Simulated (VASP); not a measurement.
A run of VASP 6.6.1 is set up as follows.

Contents of INCAR:

```
PREC = Accurate
ENCUT = 520
EDIFF = 1E-7
ISMEAR = -1
SIGMA = 0.05
LREAL = False
LASPH = True
NELM = 80
ALGO = Normal
ISIF = 2
LWAVE = False
LCHARG = True
GGA = PE
LELF = True
LVHAR = True
NBANDS = 10
```

Contents of KPOINTS:

```
Automatic mesh
0
Gamma
  7 7 7
```

The input POSCAR:

```
Rb
1.0
   -2.9346823254      2.9346823254      2.7125168232
    2.9346823254     -2.9346823254      2.7125168232
    2.9346823254      2.9346823254     -2.7125168232
Rb
1
Direct
    0.0000000000      0.0000000000      0.0000000000
```

Potentials or basis: VASP PAW PBE potentials, release 64 (Rb_sv).

Launch:

```console
$ cat potpaw_PBE.64/Rb_sv/POTCAR > POTCAR
$ mpirun -np 1 vasp_std > vasp.out
```

Question: Estimate the band gap on the k mesh.

Answer: None (metal or under the smearing width).

Question: Estimate the pressure.

Answer: -0.1 GPa.
